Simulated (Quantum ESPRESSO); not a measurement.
# CoPdO2 (R-3m) in Quantum ESPRESSO: reference runs

How does CoPdO2 come out in PBE? The cell is run as given.

Program: Quantum ESPRESSO 7.5. These are calculated values, not measurements. Logs are shortened: lines on timing, memory, paths and dates and some standing lists are left out, and cuts for length are marked.

## (1) The crystal as given

It takes space group R-3m (No. 166, trigonal). Conventional cell: a = 2.863 Å, b = 2.863 Å, c = 17.873 Å, α = 90.00°, β = 90.00°, γ = 120.00°. Pd (site symmetry -3m) is surrounded by 2 O at 2.01 Å. Co (site symmetry -3m) has 6 O at 1.92 Å as nearest neighbours. O (site symmetry 3m) is surrounded by 3 Co at 1.92 Å and 1 Pd at 2.01 Å.

The cell is a database's computed one.

## (2) Single point, PBE, collinear spin, ferromagnetic start

Input file pw.in:

```
&CONTROL
  calculation = 'scf'
  prefix = 'pwscf'
  outdir = './tmp'
  pseudo_dir = './pseudo'
  tprnfor = .true.
  tstress = .true.
  disk_io = 'low'
/
&SYSTEM
  ibrav = 0
  celldm(1) = 8
  nat = 4
  ntyp = 3
  ecutwfc = 60
  ecutrho = 440
  nbnd = 36
  occupations = 'smearing'
  smearing = 'fd'
  degauss = 0.00367493
  nspin = 2
  starting_magnetization(1) = 0
  starting_magnetization(2) = 0.1176
  starting_magnetization(3) = 0
/
&ELECTRONS
  conv_thr = 8d-10
  electron_maxstep = 120
  mixing_beta = 0.3
/
ATOMIC_SPECIES
Pd   106.4200 Pd_ONCV_PBE-1.0.oncvpsp.upf
Co    58.9332 Co_pbe_v1.2.uspp.F.UPF
O     15.9990 O.pbe-n-kjpaw_psl.0.1.UPF
CELL_PARAMETERS alat
  0.3381877275471   0.1952527755280   1.4073195740359
 -0.3381877275471   0.1952527755280   1.4073195740359
  0.0000000000000  -0.3905055510561   1.4073195740359
ATOMIC_POSITIONS crystal
Pd     0.0000000000    0.0000000000    0.0000000000
Co     0.5000000000    0.5000000000    0.5000000000
O      0.1124760000    0.1124760000    0.1124760000
O      0.8875240000    0.8875240000    0.8875240000
K_POINTS automatic
11 11 11 0 0 0
```

Input file pp_density.in:

```
&INPUTPP
  prefix = 'pwscf'
  outdir = './tmp'
  filplot = 'density.dat'
  plot_num = 0
/
&PLOT
  nfile = 1
  filepp(1) = 'density.dat'
  iflag = 3
  output_format = 6
  fileout = 'density.cube'
/
```

Input file pp_potential.in:

```
&INPUTPP
  prefix = 'pwscf'
  outdir = './tmp'
  filplot = 'potential.dat'
  plot_num = 11
/
&PLOT
  nfile = 1
  filepp(1) = 'potential.dat'
  iflag = 3
  output_format = 6
  fileout = 'potential.cube'
/
```

Input file pp_spin.in:

```
&INPUTPP
  prefix = 'pwscf'
  outdir = './tmp'
  filplot = 'spin.dat'
  plot_num = 6
/
&PLOT
  nfile = 1
  filepp(1) = 'spin.dat'
  iflag = 3
  output_format = 6
  fileout = 'spin.cube'
/
```

Potentials or basis: SSSP 1.3 efficiency PBE.

On the command line:

```bash
$ OMP_NUM_THREADS=1 mpirun -n 2 pw.x -nk 2 -in pw.in > pw.out
$ OMP_NUM_THREADS=1 mpirun -n 1 pp.x -in pp_density.in > pp_density.out
$ OMP_NUM_THREADS=1 mpirun -n 1 pp.x -in pp_potential.in > pp_potential.out
$ OMP_NUM_THREADS=1 mpirun -n 1 pp.x -in pp_spin.in > pp_spin.out
```

pw.out:

```text
This program is part of the open-source Quantum ESPRESSO suite
     for quantum simulation of materials; please cite
         "P. Giannozzi et al., J. Phys.:Condens. Matter 21 395502 (2009);
         "P. Giannozzi et al., J. Phys.:Condens. Matter 29 465901 (2017);
         "P. Giannozzi et al., J. Chem. Phys. 152 154105 (2020);
     in publications or presentations arising from this work. More details at

     file O.pbe-n-kjpaw_psl.0.1.UPF: wavefunction(s)  2P renormalized
     Message from routine setup:
     using ibrav=0 with symmetry is DISCOURAGED, use correct ibrav instead

     K-points division:     npool     =       2
     Subspace diagonalization in iterative solution of the eigenvalue problem:
     a serial algorithm will be used

     G-vector sticks info
     --------------------
     sticks:   dense  smooth     PW     G-vecs:    dense   smooth      PW
     Sum        2149    1181    391                44343    17995    3513

     Using Slab Decomposition

     bravais-lattice index     =            0
     lattice parameter (alat)  =       8.0000  a.u.
     unit-cell volume          =     285.4756 (a.u.)^3
     number of atoms/cell      =            4
     number of atomic types    =            3
     number of electrons       =        47.00
     number of Kohn-Sham states=           36
     kinetic-energy cutoff     =      60.0000  Ry
     charge density cutoff     =     440.0000  Ry
     scf convergence threshold =      8.0E-10
     mixing beta               =       0.3000
     number of iterations used =            8  plain     mixing
     Exchange-correlation= SLA  PW   PBX  PBC
                           (   1   4   3   4   0   0   0)

     celldm(1)=   8.000000  celldm(2)=   0.000000  celldm(3)=   0.000000
     celldm(4)=   0.000000  celldm(5)=   0.000000  celldm(6)=   0.000000

     crystal axes: (cart. coord. in units of alat)
               a(1) = (   0.338188   0.195253   1.407320 )
               a(2) = (  -0.338188   0.195253   1.407320 )
               a(3) = (   0.000000  -0.390506   1.407320 )

     reciprocal axes: (cart. coord. in units 2 pi/alat)
               b(1) = (  1.478469  0.853594  0.236857 )
               b(2) = ( -1.478469  0.853594  0.236857 )
               b(3) = (  0.000000 -1.707189  0.236857 )

     PseudoPot. # 1 for Pd read from file:
     Pd_ONCV_PBE-1.0.oncvpsp.upf
     Pseudo is Norm-conserving, Zval = 18.0
     Generated using ONCVPSP code by D. R. Hamann
     Using radial grid of 1410 points,  6 beta functions with:
                l(1) =   0
                l(2) =   0
                l(3) =   1
                l(4) =   1
                l(5) =   2
                l(6) =   2

     PseudoPot. # 2 for Co read from file:
     Co_pbe_v1.2.uspp.F.UPF
     Pseudo is Ultrasoft + core correction, Zval = 17.0
     Generated by new atomic code, or converted to UPF format
     Using radial grid of  863 points,  6 beta functions with:
                l(1) =   0
                l(2) =   0
                l(3) =   1
                l(4) =   1
                l(5) =   2
                l(6) =   2
     Q(r) pseudized with  8 coefficients,  rinner =    1.200   1.200   1.200
                                                       1.200   1.200

     PseudoPot. # 3 for O  read from file:
     O.pbe-n-kjpaw_psl.0.1.UPF
     Pseudo is Projector augmented-wave + core cor, Zval =  6.0
     Generated using "atomic" code by A. Dal Corso  v.5.0.99 svn rev. 10869
     Shape of augmentation charge: BESSEL
     Using radial grid of 1095 points,  4 beta functions with:
                l(1) =   0
                l(2) =   0
                l(3) =   1
                l(4) =   1
     Q(r) pseudized with 0 coefficients

     atomic species   valence    mass     pseudopotential
     Pd               18.00   106.42000     Pd( 1.00)
     Co               17.00    58.93320     Co( 1.00)
     O                 6.00    15.99900     O ( 1.00)

     Starting magnetic structure
     atomic species   magnetization
     Pd              0.000
     Co              0.118
     O               0.000

     12 Sym. Ops., with inversion, found

   Cartesian axes

     site n.     atom                  positions (alat units)
         1        Pd     tau(   1) = (   0.0000000   0.0000000   0.0000000  )
         2        Co     tau(   2) = (   0.0000000  -0.0000000   2.1109794  )
         3        O      tau(   3) = (  -0.0000000  -0.0000000   0.4748690  )
         4        O      tau(   4) = (  -0.0000000  -0.0000000   3.7470897  )

     number of k points=   146  Fermi-Dirac smearing, width (Ry)=  0.0037

     Number of k-points >= 100: set verbosity='high' to print them.

     Dense  grid:    44343 G-vectors     FFT dimensions: (  80,  80,  80)

     Smooth grid:    17995 G-vectors     FFT dimensions: (  60,  60,  60)

     Check: negative core charge=   -0.000015
     Generating pointlists ...
     new r_m :   0.1959 (alat units)  1.5671 (a.u.) for type    1
     new r_m :   0.1867 (alat units)  1.4936 (a.u.) for type    2
     new r_m :   0.1867 (alat units)  1.4936 (a.u.) for type    3

     Initial potential from superposition of free atoms

     starting charge      45.9996, renormalised to      47.0000
     Starting wfcs are   31 randomized atomic wfcs +    5 random wfcs
     Checking if some PAW data can be deallocated...

     Self-consistent Calculation

     iteration #  1     ecut=    60.00 Ry     beta= 0.30
     Davidson diagonalization with overlap
     ethr =  1.00E-02,  avg # of iterations =  4.8

     total energy              =    -632.46707232 Ry
     estimated scf accuracy    <       6.53559051 Ry

     total magnetization       =     1.43 Bohr mag/cell
     absolute magnetization    =     1.96 Bohr mag/cell

     iteration #  2     ecut=    60.00 Ry     beta= 0.30
     Davidson diagonalization with overlap
     ethr =  1.00E-02,  avg # of iterations =  2.7

     total energy              =    -632.92223635 Ry
     estimated scf accuracy    <      32.12712787 Ry

     total magnetization       =     1.64 Bohr mag/cell
     absolute magnetization    =     1.67 Bohr mag/cell

     iteration #  3     ecut=    60.00 Ry     beta= 0.30
     Davidson diagonalization with overlap
     ethr =  1.00E-02,  avg # of iterations =  2.0

     total energy              =    -634.80801978 Ry
     estimated scf accuracy    <       1.48664182 Ry

     total magnetization       =     0.99 Bohr mag/cell
     absolute magnetization    =     1.03 Bohr mag/cell

     iteration #  4     ecut=    60.00 Ry     beta= 0.30
     Davidson diagonalization with overlap
     ethr =  3.16E-03,  avg # of iterations =  1.1

     total energy              =    -634.95991281 Ry
     estimated scf accuracy    <       0.94755372 Ry

     total magnetization       =     1.15 Bohr mag/cell
     absolute magnetization    =     1.33 Bohr mag/cell

     iteration #  5     ecut=    60.00 Ry     beta= 0.30
     Davidson diagonalization with overlap
     ethr =  2.02E-03,  avg # of iterations =  1.1

     total energy              =    -634.95806470 Ry
     estimated scf accuracy    <       0.22031417 Ry

     total magnetization       =     0.89 Bohr mag/cell
     absolute magnetization    =     1.10 Bohr mag/cell

     iteration #  6     ecut=    60.00 Ry     beta= 0.30
     Davidson diagonalization with overlap
     ethr =  4.69E-04,  avg # of iterations =  1.6

     total energy              =    -634.97519688 Ry
     estimated scf accuracy    <       0.04721543 Ry

     total magnetization       =     0.36 Bohr mag/cell
     absolute magnetization    =     0.75 Bohr mag/cell

     iteration #  7     ecut=    60.00 Ry     beta= 0.30
     Davidson diagonalization with overlap
     ethr =  1.00E-04,  avg # of iterations =  2.3

     total energy              =    -634.98301632 Ry
     estimated scf accuracy    <       0.03525035 Ry

     total magnetization       =     0.18 Bohr mag/cell
     absolute magnetization    =     0.57 Bohr mag/cell
[... 58 lines left out ...]
     total magnetization       =    -0.00 Bohr mag/cell
     absolute magnetization    =     0.01 Bohr mag/cell

     iteration # 14     ecut=    60.00 Ry     beta= 0.30
     Davidson diagonalization with overlap
     ethr =  4.36E-09,  avg # of iterations =  1.9

     total energy              =    -634.99203505 Ry
     estimated scf accuracy    <       0.00000599 Ry

     total magnetization       =    -0.00 Bohr mag/cell
     absolute magnetization    =     0.00 Bohr mag/cell

     iteration # 15     ecut=    60.00 Ry     beta= 0.30
     Davidson diagonalization with overlap
     ethr =  4.36E-09,  avg # of iterations =  1.3

     total energy              =    -634.99203572 Ry
     estimated scf accuracy    <       0.00000008 Ry

     total magnetization       =     0.00 Bohr mag/cell
     absolute magnetization    =     0.00 Bohr mag/cell

     iteration # 16     ecut=    60.00 Ry     beta= 0.30
     Davidson diagonalization with overlap
     ethr =  1.75E-10,  avg # of iterations =  2.1

     total energy              =    -634.99203577 Ry
     estimated scf accuracy    <       0.00000003 Ry

     total magnetization       =    -0.00 Bohr mag/cell
     absolute magnetization    =     0.00 Bohr mag/cell

     iteration # 17     ecut=    60.00 Ry     beta= 0.30
     Davidson diagonalization with overlap
     ethr =  7.30E-11,  avg # of iterations =  1.0

     total energy              =    -634.99203578 Ry
     estimated scf accuracy    <          2.5E-09 Ry

     total magnetization       =    -0.00 Bohr mag/cell
     absolute magnetization    =     0.00 Bohr mag/cell

     iteration # 18     ecut=    60.00 Ry     beta= 0.30
     Davidson diagonalization with overlap
     ethr =  5.23E-12,  avg # of iterations =  2.1

     Magnetic moment per site  (integrated on atomic sphere of radius R)
     atom   1 (R=0.196)  charge= 13.9288  magn=  0.0000
     atom   2 (R=0.187)  charge= 14.1371  magn= -0.0000
     atom   3 (R=0.187)  charge=  5.2875  magn=  0.0000
     atom   4 (R=0.187)  charge=  5.2875  magn=  0.0000

     End of self-consistent calculation

     Number of k-points >= 100: set verbosity='high' to print the bands.

     the Fermi energy is    14.1641 ev

!    total energy              =    -634.99203578 Ry
     estimated scf accuracy    <          3.3E-10 Ry
     smearing contrib. (-TS)   =      -0.00017394 Ry
     internal energy E=F+TS    =    -634.99186184 Ry

     The total energy is F=E-TS. E is the sum of the following terms:
     one-electron contribution =    -308.95406359 Ry
     hartree contribution      =     181.19791599 Ry
     xc contribution           =     -72.22774313 Ry
     ewald contribution        =    -415.97520278 Ry
     one-center paw contrib.   =     -19.03276833 Ry

     total magnetization       =     0.00 Bohr mag/cell
     absolute magnetization    =     0.00 Bohr mag/cell

     convergence has been achieved in  18 iterations

     Forces acting on atoms (cartesian axes, Ry/au):

     atom    1 type  1   force =    -0.00000000   -0.00000000   -0.00000000
     atom    2 type  2   force =    -0.00000000    0.00000000   -0.00000000
     atom    3 type  3   force =    -0.00000000   -0.00000000    0.00740836
     atom    4 type  3   force =     0.00000000    0.00000000   -0.00740836

     Total force =     0.010477     Total SCF correction =     0.000035

     Computing stress (Cartesian axis) and pressure

          total   stress  (Ry/bohr**3)                   (kbar)     P=      -13.73
  -0.00010098   0.00000000   0.00000000          -14.86        0.00        0.00
   0.00000000  -0.00010098  -0.00000000            0.00      -14.86       -0.00
  -0.00000000  -0.00000000  -0.00007812           -0.00       -0.00      -11.49

=------------------------------------------------------------------------------=
   JOB DONE.
=------------------------------------------------------------------------------=
```

It took 17 min on 2 MPI ranks of Arm Neoverse V1, shared host; peak memory 0.82 GiB.

Results:

```
Free energy                                           : -8639.5068 eV
Pressure                                              : -1.4 GPa
Largest force                                         : 0.190 eV/Å
Band gap on the k mesh                                : none (metal or under the smearing width)
Net moment                                            : 0.00 μB per cell
Absolute moment                                       : 0.00 μB per cell
Valence electrons inside the program's atomic spheres : Pd 13.93; Co 14.14; O 5.29
```

Forces on the atoms (eV/Å):
```
Pd   0.000  0.000  0.000
Co   0.000  0.000  0.000
O    0.000  0.000  0.190
O    0.000  0.000 -0.190
```

Stress tensor (GPa, compression positive):
```
-1.49  0.00  0.00
 0.00 -1.49  0.00
 0.00  0.00 -1.15
```

Caveat: the starting moments collapsed, and a magnetic state may lie lower; semilocal functionals often make such compounds metallic where correlation or magnetic order opens a gap, which also shifts bond lengths.
